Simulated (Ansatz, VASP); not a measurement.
**Two plane-wave programs on Au**

```
Au
1.0
     2.74837    0.00000    0.00000
     0.00000    2.74837    0.00000
     0.00000    0.00000    2.74837
Au
1
Direct
  0.00000 0.00000 0.00000
```

Alike in both runs: functional PBE; k mesh 20 × 20 × 20; occupations gaussian, width 0.1 eV; no spin polarisation.

Ansatz relaxed the structure, and its values are those at the end. VASP's run is a single point on that final structure, the one shown.

|  | VASP | Ansatz |
| --- | --- | --- |
| version | VASP 6.6.1 | Ansatz 0.2.0 |
| potentials or method | VASP PAW PBE potentials, release 64 (Au) | scalar-relativistic, plane waves, PAW |
| plane-wave cutoff (eV) | 520 | 420 |
| valence electrons in the cell | 11 | 19 |

VASP gave:

```
gap on the k mesh at the Fermi level (eV) : none
pressure (GPa)                            : -0.2
```

**Question.** Estimate Ansatz's values.

**Answer.** gap on the k mesh at the Fermi level (eV): none; pressure (GPa): 0.0.

A gap of «none» marks a metal or a gap that the smearing closes. The two sets of potentials don't hold the same shells in valence.

Spin-orbit coupling is left out, which matters for the levels of Au.
